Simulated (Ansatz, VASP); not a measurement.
## Two plane-wave programs on Mn

INCAR

```
SYSTEM = Mn
  ALGO = Normal
  EDIFF = 1E-6
  ENCUT = 520
  GGA = PS
  ISIF = 2
  ISMEAR = -1
  LASPH = .True.
  LCHARG = .True.
  LELF = .True.
  LREAL = .False.
  LVHAR = .True.
  LWAVE = .False.
  NBANDS = 20
  NELM = 80
  PREC = Accurate
  SIGMA = 0.1
```

The input KPOINTS:

```
k-points
0
Gamma
  13 13 13
  0 0 0
```

File POSCAR:

```
Mn
1.0
    0.0000000000      2.4417303927      2.4417303927
    2.4417303927      0.0000000000      2.4417303927
    2.4417303927      2.4417303927      0.0000000000
Mn
2
Direct
    0.1250000000      0.1250000000      0.1250000000
    0.8750000000      0.8750000000      0.8750000000
```

Input for Ansatz:

```yaml
crystal:
  lattice:
    - [0.0, 2.4417303927, 2.4417303927]
    - [2.4417303927, 0.0, 2.4417303927]
    - [2.4417303927, 2.4417303927, 0.0]
  atoms:
    - { symbol: Mn, position: [0.125, 0.125, 0.125] }
    - { symbol: Mn, position: [0.875, 0.875, 0.875] }
hamiltonian:
  xc: pbesol
  pseudopotentials:
    kind: paw
    azcp:
      Mn: "pseudopotentials/Mn.paw.azcp"
basis:
  ecutwfc: 420
  fft_grid_basis: typed
kpoints:
  mp_grid: { grid: [13, 13, 13], shift: [0, 0, 0] }
magnetization:
  spin_polarized: false
scf:
  occupations: { method: fermi_dirac, width: 0.1 }
  lower_state_search: "off"
output:
  stress: true
```

Alike in both runs: task single point; functional PBEsol; k mesh 13 × 13 × 13; occupations fermi-dirac, width 0.1 eV; no spin polarisation.

```csv
,VASP,Ansatz
version,VASP 6.6.1,Ansatz 0.2.0
potentials or method,"VASP PAW PBE potentials, release 64 (Mn_pv)","plane waves (420 eV) with PAW, scalar-relativistic"
plane-wave cutoff (eV),520,420
valence electrons in the cell,26,30
```

|  | VASP | Ansatz | Ansatz less VASP |
| --- | --- | --- | --- |
| pressure (GPa) | 0.6 | 0.0 | -0.63 |

The functional is the same, so the differences come from potentials, cutoffs and numerics. The two sets of potentials don't hold the same shells in valence. Ansatz warned: «pseudo_functional_mismatch».

Caveats: the PAW data sets were made with another functional, which shifts forces and pressure a little (VASP); the run has no spin polarisation, though such a crystal can be magnetic. Spin polarisation is off, so any magnetic state and its effect on volume and gap are missing.
